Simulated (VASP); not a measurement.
# KCl (Fm-3m) in VASP: further runs, part 2 of 2

VASP 6.6.1.

### 5 Relaxation of cell and atoms, PBE

This run uses another cell than the first one, of 31.15 Å³/atom, 0.960 times its volume.

File INCAR:

```
SYSTEM = KCl
PREC = Accurate ; ENCUT = 600
EDIFF = 1E-6 ; ISMEAR = 0
SIGMA = 0.02 ; LREAL = .FALSE.
LASPH = .TRUE. ; NELM = 80
ALGO = Normal ; ISIF = 3
LWAVE = .FALSE. ; LCHARG = .FALSE.
GGA = PE ; IBRION = 2
NSW = 100 ; EDIFFG = -0.005
```

File KPOINTS:

```
regular mesh
0
G
  6 6 6
  0 0 0
```

File POSCAR:

```
KCl
1.0
    0.0000000000      3.1464700000      3.1464700000
    3.1464700000      0.0000000000      3.1464700000
    3.1464700000      3.1464700000      0.0000000000
K Cl
1 1
Direct
    0.0000000000      0.0000000000      0.0000000000
    0.5000000000      0.5000000000      0.5000000000
```

Potentials or basis: VASP PAW PBE potentials, release 64 (K_sv, Cl).

Command:

```console
> cat potpaw_PBE.64/K_sv/POTCAR potpaw_PBE.64/Cl/POTCAR > POTCAR
> mpirun -np 1 vasp_std > vasp.out
```

OUTCAR:

```text
SYSTEM = KCl
   PREC = Accurate
   ENCUT = 600
   EDIFF = 1E-6
   ISMEAR = 0
   LREAL = .FALSE.
   LASPH = .TRUE.
   NELM = 80
   ISIF = 3
   GGA = PE
   IBRION = 2
   NSW = 100
   EDIFFG = -0.005

 ion  position               nearest neighbor table
   1  0.000  0.000  0.000-   2 3.15   2 3.15   2 3.15   2 3.15   2 3.15   2 3.15
   2  0.500  0.500  0.500-   1 3.15   1 3.15   1 3.15   1 3.15   1 3.15   1 3.15

  LATTYP: Found a face centered cubic cell.
 ALAT       =     6.2929400000

  Lattice vectors:

 A1 = (   0.0000000000,   3.1464700000,   3.1464700000)
 A2 = (   3.1464700000,   0.0000000000,   3.1464700000)
 A3 = (   3.1464700000,   3.1464700000,   0.0000000000)

Analysis of symmetry for initial positions (statically):
[... 172 lines left out ...]
  -------------------------------------------------------------------------------------
  Total        0.3178449      0.3178449      0.3178449     -0.0000000      0.0000000     -0.0000000
  in kB        8.1738184      8.1738184      8.1738184     -0.0000000      0.0000000     -0.0000000
  external PRESSURE =       8.1738184 kB  Pullay stress =       0.0000000 kB
[... 59 lines left out ...]
--------------------------------------- Ionic step        3  -------------------------------------------

 number of electron      15.9999998 magnetization

 Free energy of the ion-electron system (eV)
  ---------------------------------------------------
  ext. energy  EPLUGINS =         0.00000000
  ---------------------------------------------------
  free energy    TOTEN  =        -6.81114978 eV

  energy without entropy =       -6.81114978  energy(sigma->0) =       -6.81114978

 E-fermi :  -1.8422     XC(G=0):  -7.3576

 val. band max:       -2.0142231367   @ k =   0.0000   0.0000   0.0000
 cond. band min:       3.0221969112   @ k =   0.0000   0.0000   0.0000
 fundamental gap:      5.0364200479
 Fermi energy:        -1.8421961015

 k-point     1 :       0.0000    0.0000    0.0000
  band No.  band energies     occupation
      1     -29.3237      2.00000
      2     -14.0830      2.00000
      3     -12.7839      2.00000
      4     -12.7839      2.00000
      5     -12.7839      2.00000
      6      -2.0142      2.00000
      7      -2.0142      2.00000
      8      -2.0142      2.00000
      9       3.0222      0.00000
     10       6.3374      0.00000
     11       6.3374      0.00000
     12       6.3374      0.00000
[... 252 lines left out ...]
  FREE ENERGIE OF THE ION-ELECTRON SYSTEM (eV)
  ---------------------------------------------------
  free  energy   TOTEN  =        -6.8111497824 eV

  energy  without entropy=       -6.8111497824  energy(sigma->0) =       -6.81114978

 reached required accuracy - stopping structural energy minimisation
```

OSZICAR:

```text
N       E                     dE             d eps       ncg     rms          rms(c)
DAV:   1     0.119338374406E+03    0.11934E+03   -0.78727E+03   384   0.133E+03
DAV:   2    -0.586153817299E+00   -0.11992E+03   -0.11128E+03   500   0.296E+02
DAV:   3    -0.689219443773E+01   -0.63060E+01   -0.62774E+01   492   0.642E+01
[... 27 lines left out ...]
DAV:   5    -0.681117131768E+01   -0.10892E-03   -0.91840E-04   700   0.170E-01    0.413E-02
DAV:   6    -0.681115183373E+01    0.19484E-04   -0.45901E-05   728   0.586E-02    0.148E-02
DAV:   7    -0.681114842599E+01    0.34077E-05   -0.47614E-06   496   0.204E-02    0.490E-03
DAV:   8    -0.681114953039E+01   -0.11044E-05   -0.40723E-07   320   0.654E-03    0.622E-04
DAV:   9    -0.681114978236E+01   -0.25197E-06   -0.89738E-08   260   0.292E-03
   3 F= -.68111498E+01 E0= -.68111498E+01  d E =-.695134E-02
```

CONTCAR:

```text
KCl
   1.00000000000000
     0.0000000000000000    3.1938240638613404    3.1938240638613404
     3.1938240638613404    0.0000000000000000    3.1938240638613404
     3.1938240638613404    3.1938240638613404   -0.0000000000000000
  K               Cl
     1     1
Direct
     0.0000000000000000    0.0000000000000000    0.0000000000000000
     0.5000000000000000    0.5000000000000000    0.5000000000000000

  0.00000000E+00  0.00000000E+00  0.00000000E+00
  0.00000000E+00  0.00000000E+00  0.00000000E+00
```

Wall time 16 s (1 thread of Intel Xeon 6975P-C (Granite Rapids), shared host); peak memory 0.21 GiB.

Results:

```
Free energy                            : -6.8111 eV
Relaxed volume                         : 32.58 Å³/atom
Relaxed cell                           : a = 4.517 Å, b = 4.517 Å, c = 4.517 Å, α = 60.00°, β = 60.00°, γ = 60.00°
Space group after relaxing (to 0.05 Å) : Fm-3m (No. 225)
Energy gained by relaxing              : 3.5 meV/atom
Ionic steps                            : 3
Pressure after relaxing                : 0.0 GPa
Band gap on the k mesh                 : 5.04 eV, direct
```

Step by step:
| step | energy change (eV) | largest force (eV/Å) | pressure (GPa) | volume (Å³) |
| --- | --- | --- | --- | --- |
| 1 | 0.0000 | 0.0000 | 0.82 | 62.30 |
| 2 | -0.0053 | 0.0000 | 0.37 | 63.75 |
| 3 | -0.0070 | 0.0000 | 0.00 | 65.16 |

Final structure:
```
CELL_PARAMETERS angstrom
0.00000 3.19382 3.19382
3.19382 0.00000 3.19382
3.19382 3.19382 0.00000
ATOMIC_POSITIONS crystal
K 0.00000 0.00000 0.00000
Cl 0.50000 0.50000 0.50000
```

Levels at points of the mesh, in eV from the valence-band top:
| k point | band 5 | band 6 | band 7 | band 8 | band 9 | band 10 | band 11 | band 12 |
| --- | --- | --- | --- | --- | --- | --- | --- | --- |
| (0.00, 0.00, 0.00) | -10.77 | 0.00 | 0.00 | 0.00 | 5.04 | 8.35 | 8.35 | 8.35 |
| (0.50, 0.00, 0.00) | -10.55 | -0.98 | -0.29 | -0.29 | 7.46 | 8.42 | 10.38 | 10.38 |
| (0.50, 0.50, 0.00) | -10.82 | -0.63 | -0.21 | -0.21 | 6.56 | 8.15 | 9.81 | 10.15 |

### 6 The runs side by side

```csv
task,cell,cutoff (eV),gap on the mesh (eV),pressure (GPa)
single point,"a = 4.510 Å, angles 60.0°, 2 atoms",520,5.05,0.0
single point,"a = 4.555 Å, angles 60.0°, 2 atoms",520,4.95,-0.4
single point,"a = 4.599 Å, angles 60.0°, 2 atoms",520,4.86,-0.8
relaxation of cell and atoms,"relaxed from a = 4.450 Å, angles 60.0°, 2 atoms",600,5.04,0.0
```

Alike in all rows: level PBE; potentials or basis VASP PAW PBE potentials, release 64 (K_sv, Cl); no spin polarisation; k mesh 6 × 6 × 6; smearing gaussian 0.02 eV.

Absolute energies hang on the potentials; compare differences alone.

### 7 Comparison with measurements

Step 2. Measured gap of KCl: 8.68 eV (a printed reference work, monograph). This calculation gives 5.05 eV (-3.63 eV). The value is that of PBE, without temperature or zero-point motion. Semilocal functionals fall short of measured gaps as a rule.
